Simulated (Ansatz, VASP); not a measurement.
**Mg in VASP and in Ansatz**

INCAR

```
SYSTEM = Mg
ALGO = Fast
EDIFF = 1E-6
ENCUT = 520
ISIF = 2
ISMEAR = 0
LASPH = .TRUE.
LCHARG = .FALSE.
LREAL = .FALSE.
LWAVE = .FALSE.
NBANDS = 7
NELM = 60
PREC = Accurate
SIGMA = 0.15
```

Contents of KPOINTS:

```
k-points
0
G
  18 18 18
  0 0 0
```

File POSCAR:

```
Mg
1.0
   -1.7727644967      1.8060038310      1.8060038310
    1.7727644967     -1.7395251624      1.7395251624
    1.7727644967      1.7395251624     -1.7395251624
Mg
1
Direct
    0.0000000000      0.0000000000      0.0000000000
```

Input for Ansatz:

```yaml
crystal:
  lattice:
    - [-1.7727644967, 1.806003831, 1.806003831]
    - [1.7727644967, -1.7395251624, 1.7395251624]
    - [1.7727644967, 1.7395251624, -1.7395251624]
  atoms:
    - { symbol: Mg, position: [0.0, 0.0, 0.0] }
basis:
  ecutwfc: 420
kpoints:
  mp_grid: { grid: [18, 18, 18] }
hamiltonian:
  xc: lda
scf:
  occupations: { method: gaussian, width: 0.15 }
output:
  forces: true
  stress: true
  eigenvalues: true
```

Change from the starting cell: strain +0.0375 x Voigt [0, 0, 0, 1, 0, 0], atoms carried along.

Alike in both runs: task single point; functional LDA; k mesh 18 × 18 × 18; occupations gaussian, width 0.15 eV; no spin polarisation.

|  | VASP | Ansatz |
| --- | --- | --- |
| version | VASP 6.6.1 | Ansatz 0.2.0 |
| potentials or method | VASP PAW LDA potentials, release 64 (Mg) | scalar-relativistic, plane waves, PAW |
| plane-wave cutoff (eV) | 520 | 420 |
| valence electrons in the cell | 2 | 10 |

```csv
,VASP,Ansatz,Ansatz less VASP
gap on the k mesh at the Fermi level (eV),none,none,-
pressure (GPa),-1.4,-1.1,+0.32
largest component of the traceless stress (GPa),1.20,1.20,-0.008
```

A gap of «none» marks a metal or a gap that the smearing closes. The two sets of potentials don't hold the same shells in valence.
